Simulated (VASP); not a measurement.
# PbF2 (P6_3/mmc) in VASP: notebook

One crystal, PbF2, is run at these levels: r2SCAN; tasks: single point.

Program: VASP 6.6.1. These are calculated values, not measurements. Logs are shortened: lines on timing, memory, paths and dates and some standing lists are left out, and cuts for length are marked.

## 1. The cell of the first run

Symmetry: P6_3/mmc, No. 194, hexagonal system. Conventional cell: a = 4.139 Å, b = 4.139 Å, c = 5.457 Å, α = 90.00°, β = 90.00°, γ = 120.00°. Around Pb (site symmetry -6m2) lie 5 F at 2.39 to 2.73 Å. F (site symmetry -3m) has 8 F at 2.73 to 2.75 Å and 6 Pb at 2.75 Å as nearest neighbours. F (site symmetry -6m2) is surrounded by 5 Pb at 2.39 to 2.73 Å.

The cell was built by a generator and needn't be a form met in nature.

## 2. Single point, r2SCAN (cell and atoms relaxed at 9 GPa)

Contents of POSCAR:

```
PbF2
1.0
    4.1386007294      0.0000000000      0.0000000000
   -2.0693003647      3.5841333678      0.0000000000
    0.0000000000      0.0000000000      5.4571843126
Pb F
2 4
Direct
    0.3333333333      0.6666666667      0.2500000000
    0.6666666667      0.3333333333      0.7500000000
    0.0000000000      0.0000000000      0.0000000000
    0.0000000000      0.0000000000      0.5000000000
    0.3333333333      0.6666666667      0.7500000000
    0.6666666667      0.3333333333      0.2500000000
```

Contents of INCAR.step1:

```
SYSTEM = PbF2
PREC = Accurate ; ENCUT = 520
ISMEAR = 0 ; SIGMA = 0.01
LREAL = .False. ; LASPH = .True.
NELM = 100 ; NBANDS = 37
GGA = PE ; ALGO = Normal
EDIFF = 1E-4 ; LWAVE = .True.
LCHARG = .False.
```

Contents of INCAR.step2:

```
SYSTEM = PbF2
PREC = Accurate ; ENCUT = 520
EDIFF = 1E-6 ; ISMEAR = 0
SIGMA = 0.01 ; LREAL = .False.
LASPH = .True. ; NELM = 100
ALGO = Normal ; ISIF = 2
LWAVE = .False. ; LCHARG = .False.
METAGGA = R2SCAN ; LMIXTAU = .True.
NBANDS = 37 ; ISTART = 1
```

Contents of KPOINTS:

```
Automatic mesh
0
Gamma
  9 9 6
  0 0 0
```

Potentials or basis: VASP PAW PBE potentials, release 64 (Pb_d, F).

On the command line:

```
cat potpaw_PBE.64/Pb_d/POTCAR potpaw_PBE.64/F/POTCAR > POTCAR
cp INCAR.step1 INCAR
mpirun -np 1 vasp_std > vasp.out
cp INCAR.step2 INCAR
mpirun -np 1 vasp_std > vasp.out
```

OUTCAR:

```text
SYSTEM = PbF2
   PREC = Accurate
   ENCUT = 520
   EDIFF = 1E-6
   ISMEAR = 0
   LREAL = .False.
   LASPH = .True.
   NELM = 100
   ISIF = 2
   METAGGA = R2SCAN
   ISTART = 1

 ion  position               nearest neighbor table
   1  0.333  0.667  0.250-   6 2.39   6 2.39   6 2.39   5 2.73   5 2.73   3 2.75   4 2.75   4 2.75
                             3 2.75   4 2.75   3 2.75   2 3.63   2 3.63   2 3.63   2 3.63   2 3.63
   2  0.667  0.333  0.750-   5 2.39   5 2.39   5 2.39   6 2.73   6 2.73   3 2.75   4 2.75   3 2.75
                             4 2.75   3 2.75   4 2.75   1 3.63   1 3.63   1 3.63   1 3.63   1 3.63
   3  0.000  0.000  0.000-   1 2.75   2 2.75   2 2.75   1 2.75   2 2.75   1 2.75
   4  0.000  0.000  0.500-   1 2.75   2 2.75   2 2.75   1 2.75   2 2.75   1 2.75
   5  0.333  0.667  0.750-   2 2.39   2 2.39   2 2.39   1 2.73   1 2.73
   6  0.667  0.333  0.250-   1 2.39   1 2.39   1 2.39   2 2.73   2 2.73

  LATTYP: Found a hexagonal cell.
 ALAT       =     4.1386007294
 C/A-ratio  =     1.3186061351

  Lattice vectors:

 A1 = (   4.1386007294,   0.0000000000,   0.0000000000)
 A2 = (  -2.0693003647,   3.5841333678,   0.0000000000)
 A3 = (   0.0000000000,   0.0000000000,   5.4571843126)

Analysis of symmetry for initial positions (statically):
=====================================================================
 Subroutine PRICEL returns:
 Original cell was already a primitive cell.

 Routine SETGRP: Setting up the symmetry group for a
 hexagonal supercell.

 Subroutine GETGRP returns: Found 24 space group operations
 (whereof 12 operations were pure point group operations)
 out of a pool of 24 trial point group operations.

The static configuration has the point symmetry D_3d.
 The point group associated with its full space group is D_6h.

Analysis of symmetry for dynamics (positions and initial velocities):
=====================================================================
 Subroutine PRICEL returns:
 Original cell was already a primitive cell.

 Routine SETGRP: Setting up the symmetry group for a
 hexagonal supercell.

 Subroutine GETGRP returns: Found 24 space group operations
 (whereof 12 operations were pure point group operations)
 out of a pool of 24 trial point group operations.

The dynamic configuration has the point symmetry D_3d.
 The point group associated with its full space group is D_6h.

 Subroutine INISYM returns: Found 24 space group operations
 (whereof 12 operations are pure point group operations),
 and found     1 'primitive' translations

----------------------------------------------------------------------------------------

                                     Primitive cell

  volume of cell :      80.9480

  direct lattice vectors                    reciprocal lattice vectors
     4.138600729  0.000000000  0.000000000     0.241627561  0.139503737  0.000000000
    -2.069300365  3.584133368  0.000000000     0.000000000  0.279007475  0.000000000
     0.000000000  0.000000000  5.457184313     0.000000000  0.000000000  0.183244681

  length of vectors
     4.138600729  4.138600729  5.457184313     0.279007475  0.279007475  0.183244681

  position of ions in fractional coordinates (direct lattice)
     0.333333333  0.666666667  0.250000000
     0.666666667  0.333333333  0.750000000
     0.000000000  0.000000000  0.000000000
     0.000000000  0.000000000  0.500000000
     0.333333333  0.666666667  0.750000000
     0.666666667  0.333333333  0.250000000

  ion indices of the primitive-cell ions
   primitive index   ion index
                 1           1
                 2           2
                 3           3
                 4           4
                 5           5
                 6           6

----------------------------------------------------------------------------------------

 KPOINTS: Automatic mesh

Automatic generation of k-mesh.
 Grid dimensions read from file:
 generate k-points for:    9    9    6

 Generating k-lattice:

  Cartesian coordinates                     Fractional coordinates (reciprocal lattice)
     0.026847507  0.015500415  0.000000000     0.111111111  0.000000000  0.000000000
     0.000000000  0.031000831  0.000000000     0.000000000  0.111111111  0.000000000
     0.000000000  0.000000000  0.030540780     0.000000000  0.000000000  0.166666667

  Length of vectors
     0.031000831  0.031000831  0.030540780

  Shift w.r.t. Gamma in fractional coordinates (k-lattice)
     0.000000000  0.000000000  0.000000000

 Subroutine IBZKPT returns following result:
 ===========================================

 Found     48 irreducible k-points:

 Following reciprocal coordinates:
            Coordinates               Weight
  0.000000  0.000000  0.000000      1.000000
  0.111111  0.000000  0.000000      6.000000
  0.222222  0.000000  0.000000      6.000000
  0.333333  0.000000  0.000000      6.000000
  0.444444  0.000000  0.000000      6.000000
  0.111111  0.111111  0.000000      6.000000
[... 16 lines left out ...]
  0.333333  0.222222  0.166667     24.000000
  0.333333  0.333333  0.166667      4.000000
 [... further k-points ...]
   k-points           NKPTS =     48   k-points in BZ     NKDIM =     48   number of bands    NBANDS=     37
   number of dos      NEDOS =    301   number of ions     NIONS =      6
   total plane-waves  NPLWV =  43008
   dimension x,y,z NGX =    32 NGY =   32 NGZ =   42
   dimension x,y,z NGXF=    64 NGYF=   64 NGZF=   84
   ions per type =               2   4
   NGX,Y,Z   is equivalent  to a cutoff of  12.85, 12.85, 12.79 a.u.
   NGXF,Y,Z  is equivalent  to a cutoff of  25.71, 25.71, 25.59 a.u.
 SYSTEM =  PbF2
   PREC   = accura    normal or accurate (medium, high low for compatibility)
   ISTART =      1    job   : 0-new  1-cont  2-samecut
   ICHARG =      0    charge: 1-file 2-atom 10-const
   ISPIN  =      1    spin polarized calculation?
   LNONCOLLINEAR =      F non collinear calculations
   LSORBIT =      F    spin-orbit coupling
   LASPH  =      T    aspherical Exc in radial PAW
   ENCUT  =  520.0 eV  38.22 Ry    6.18 a.u.   7.70  7.70 10.15*2*pi/ulx,y,z
   NELM   =    100;   NELMIN=  2; NELMDL=  0     # of ELM steps
   EDIFF  = 0.1E-05   stopping-criterion for ELM
   LREAL  =      F    real-space projection
   EDIFFG = 0.1E-04   stopping-criterion for IOM
   NSW    =      0    number of steps for IOM
   IBRION =     -1    ionic relax: 0-MD 1-quasi-New 2-CG
   NFREE  =      0    steps in history (QN), initial steepest desc. (CG)
   ISIF   =      2    stress and relaxation
   ISYM   =      2    0-nonsym 1-usesym 2-fastsym
   POTIM  = 0.5000    time-step for ionic-motion
   TEBEG  =    0.0;   TEEND  =   0.0 temperature during run
   PSTRESS=    0.0 pullay stress
   NELECT =      56.0000    total number of electrons
   NUPDOWN=      -1.0000    fix difference up-down
   EMIN   =  10.00;   EMAX   =-10.00  energy-range for DOS
   EFERMI =   0.00;   METHOD = LEGACY
   ISMEAR =     0;   SIGMA  =   0.01  broadening in eV -4-tet -1-fermi 0-gaus
   EFERMI_NEDOS =   21; number of points for ismear=-14 and -15
   IALGO  =     38    algorithm
   IMIX   =      4    mixing-type and parameters
     AMIX     =   0.40;   BMIX     =  1.00
     AMIX_MAG =   1.60;   BMIX_MAG =  1.00
  volume/ion in A,a.u.               =      13.49        91.04
  Fermi-wavevector in a.u.,A,eV,Ry     =   1.447889  2.736114 28.523034  2.096384
  Thomas-Fermi vector in A             =   2.565793
   LORBIT       =      0    0 simple, 1 ext, 2 COOP (PROOUT), +10 PAW based schemes
   METAGGA = R2SCAN    functional components
   LHFCALC =     F    Hartree Fock is set to
   AEXX    =    0.0000 exact exchange contribution
   IVDW    =     0    specifies the selected vdW correction
   LEPSILON=     F    determine dielectric tensor
   LRPA    =     F    only Hartree local field effects (RPA)
 non-spin polarized calculation
 Gauss-broadening in eV      SIGMA  =   0.01
  energy-cutoff  :      520.00
  volume of cell :       80.95
 maximum number of plane-waves:      2216
 NGX is ok and might be reduce to    32
   NGX = 15   NGY = 15   NGZ = 21

 number of electron      55.9999989 magnetization

 Free energy of the ion-electron system (eV)
  ---------------------------------------------------
  ext. energy  EPLUGINS =         0.00000000
  ---------------------------------------------------
  free energy    TOTEN  =      -139.45324504 eV

  energy without entropy =     -139.45324504  energy(sigma->0) =     -139.45324504

 E-fermi :   4.2125     XC(G=0): -11.6658

 val. band max:        4.0906656991   @ k =   0.4444   0.0000   0.1667
 cond. band min:       8.7668100114   @ k =   0.4444   0.0000   0.5000
 fundamental gap:      4.6761443123
 Fermi energy:         4.2124568114

 k-point     1 :       0.0000    0.0000    0.0000
  band No.  band energies     occupation
      1     -19.3704      2.00000
      2     -19.1541      2.00000
      3     -17.5789      2.00000
      4     -17.4179      2.00000
      5     -11.1173      2.00000
      6     -11.1173      2.00000
[... 29 lines left out ...]
     36      17.8106      0.00000
     37      19.4069      0.00000

 k-point     2 :       0.1111    0.0000    0.0000
  band No.  band energies     occupation
      1     -19.3497      2.00000
      2     -19.1513      2.00000
      3     -17.5961      2.00000
      4     -17.4182      2.00000
      5     -11.1246      2.00000
      6     -11.1206      2.00000
[... 29 lines left out ...]
     36      18.5602      0.00000
     37      19.5577      0.00000

 k-point     3 :       0.2222    0.0000    0.0000
  band No.  band energies     occupation
      1     -19.2964      2.00000
      2     -19.1452      2.00000
      3     -17.6387      2.00000
      4     -17.4189      2.00000
      5     -11.1412      2.00000
      6     -11.1201      2.00000
[... 29 lines left out ...]
     36      19.2921      0.00000
     37      19.8875      0.00000

 k-point     4 :       0.3333    0.0000    0.0000
  band No.  band energies     occupation
      1     -19.2322      2.00000
      2     -19.1416      2.00000
      3     -17.6853      2.00000
      4     -17.4198      2.00000
      5     -11.1579      2.00000
      6     -11.1024      2.00000
[... 29 lines left out ...]
     36      18.6897      0.00000
     37      20.1452      0.00000
[... 683 lines left out ...]
      1     -19.1981      2.00000
      2     -19.1412      2.00000
      3     -17.6838      2.00000
      4     -17.4404      2.00000
      5     -11.1375      2.00000
      6     -11.1211      2.00000
[... 29 lines left out ...]
     36      19.4716      0.00000
     37      20.3005      0.00000

 k-point    23 :       0.3333    0.2222    0.1667
  band No.  band energies     occupation
      1     -19.1642      2.00000
      2     -19.1431      2.00000
      3     -17.7012      2.00000
      4     -17.4418      2.00000
      5     -11.1336      2.00000
      6     -11.1069      2.00000
[... 29 lines left out ...]
     36      19.3312      0.00000
     37      20.8105      0.00000

 k-point    24 :       0.3333    0.3333    0.1667
  band No.  band energies     occupation
      1     -19.1485      2.00000
      2     -19.1485      2.00000
      3     -17.7058      2.00000
      4     -17.4418      2.00000
      5     -11.1129      2.00000
      6     -11.1129      2.00000
[... 29 lines left out ...]
     36      19.7126      0.00000
     37      21.1393      0.00000

 [... further k-points ...]

------------------------ aborting loop because EDIFF is reached ----------------------------------------

  FORCE on cell =-STRESS in cart. coord.  units (eV):
  Direction    XX          YY          ZZ          XY          YZ          ZX
  --------------------------------------------------------------------------------------
  -------------------------------------------------------------------------------------
  Total        4.6405969      4.6405969      4.4236721      0.0000000      0.0000000     -0.0000000
  in kB       91.8497777     91.8497777     87.5562586      0.0000000      0.0000000     -0.0000000
  external PRESSURE =      90.4186047 kB  Pullay stress =       0.0000000 kB

 VOLUME and BASIS-vectors are now :
 -----------------------------------------------------------------------------
  energy-cutoff  :      520.00
  volume of cell :       80.95
      direct lattice vectors                 reciprocal lattice vectors
     4.138600729  0.000000000  0.000000000     0.241627561  0.139503737  0.000000000
    -2.069300365  3.584133368  0.000000000     0.000000000  0.279007475  0.000000000
     0.000000000  0.000000000  5.457184313     0.000000000  0.000000000  0.183244681

 POSITION                                       TOTAL-FORCE (eV/Angst)
 -----------------------------------------------------------------------------------
     -0.00000      2.38942      1.36430         0.000000     -0.000000      0.000000
      2.06930      1.19471      4.09289        -0.000000      0.000000      0.000000
      0.00000      0.00000      0.00000         0.000000     -0.000000      0.000000
      0.00000      0.00000      2.72859         0.000000     -0.000000      0.000000
     -0.00000      2.38942      4.09289        -0.000000      0.000000      0.000000
      2.06930      1.19471      1.36430         0.000000     -0.000000      0.000000
 -----------------------------------------------------------------------------------
    total drift:                                0.000000     -0.000000      0.000000

  FREE ENERGIE OF THE ION-ELECTRON SYSTEM (eV)
  ---------------------------------------------------
  free  energy   TOTEN  =      -139.4532450429 eV

  energy  without entropy=     -139.4532450429  energy(sigma->0) =     -139.45324504
```

Wall time 3.5 min (1 thread of Intel Xeon 6975P-C (Granite Rapids), shared host); peak memory 0.28 GiB.

What came out:

```yaml
Free_energy: -139.4532 eV
Pressure: 9.0 GPa
Band_gap_on_the_k_mesh: 4.68 eV, indirect (least direct gap 4.89 eV)
```

Stress tensor (GPa, compression positive):
```
9.18 0.00 0.00
0.00 9.18 0.00
0.00 0.00 8.76
```

Caveat: the PAW data sets were made with another functional, which shifts forces and pressure a little; spin-orbit coupling is left out, which as a rule narrows the gap of such compounds by several tenths of an eV; an odd mesh through Γ misses points on the zone boundary, where band edges often lie.

## 3. Single point, r2SCAN (cell and atoms relaxed at 25 GPa)

Changes to POSCAR since step 2:

```diff
@@ -2,5 +2,5 @@
 1.0
-    4.1386007294      0.0000000000      0.0000000000
-   -2.0693003647      3.5841333678      0.0000000000
-    0.0000000000      0.0000000000      5.4571843126
+    4.0426313403      0.0000000000      0.0000000000
+   -2.0213156702      3.5010214388      0.0000000000
+    0.0000000000      0.0000000000      5.1597976911
 Pb F
```

Contents of INCAR.step1:

```
SYSTEM = PbF2
PREC = Accurate ; ENCUT = 520
ISMEAR = 0 ; SIGMA = 0.01
LREAL = .FALSE. ; LASPH = .TRUE.
NELM = 100 ; NBANDS = 37
GGA = PE ; ALGO = Normal
EDIFF = 1E-4 ; LWAVE = .TRUE.
LCHARG = .FALSE.
```

Contents of INCAR.step2:

```
SYSTEM = PbF2
PREC = Accurate ; ENCUT = 520
EDIFF = 1E-7 ; ISMEAR = 0
SIGMA = 0.01 ; LREAL = .FALSE.
LASPH = .TRUE. ; NELM = 100
ALGO = Normal ; ISIF = 2
LWAVE = .FALSE. ; LCHARG = .FALSE.
METAGGA = R2SCAN ; LMIXTAU = .TRUE.
NBANDS = 37 ; ISTART = 1
```

Contents of KPOINTS:

```
Automatic mesh
0
G
  9 9 6
  0 0 0
```

Potentials or basis: VASP PAW PBE potentials, release 64 (Pb_d, F).

On the command line:

```
cat potpaw_PBE.64/Pb_d/POTCAR potpaw_PBE.64/F/POTCAR > POTCAR
cp INCAR.step1 INCAR
mpirun -np 1 vasp_std > vasp.out
cp INCAR.step2 INCAR
mpirun -np 1 vasp_std > vasp.out
```

It took 5.5 min on 1 thread of Intel Xeon 6975P-C (Granite Rapids), shared host; peak memory 0.26 GiB.

It converged, with:

```yaml
Free_energy: -138.6296 eV
Pressure: 25.2 GPa
Band_gap_on_the_k_mesh: 4.67 eV, indirect (least direct gap 4.86 eV)
```

Stress tensor (GPa, compression positive):
```
25.38  0.00  0.00
 0.00 25.38  0.00
 0.00  0.00 24.89
```

Levels at points of the mesh, in eV from the valence-band top:
```csv
k point,band 26,band 27,band 28,band 29,band 30,band 31
"(0.00, 0.00, 0.00)",-2.62,-1.27,-1.04,5.36,6.85,6.85
"(0.00, 0.00, 0.50)",-2.92,-0.97,-0.97,6.26,6.26,7.90
```

Caveat: so large a pressure means that the cell lies far from this level's equilibrium, or that cutoff or potentials fall short; the potentials were made for another functional, which shifts forces and pressure; spin-orbit coupling is left out, which as a rule narrows the gap of such compounds by several tenths of an eV; an odd mesh through Γ misses points on the zone boundary, where band edges often lie.
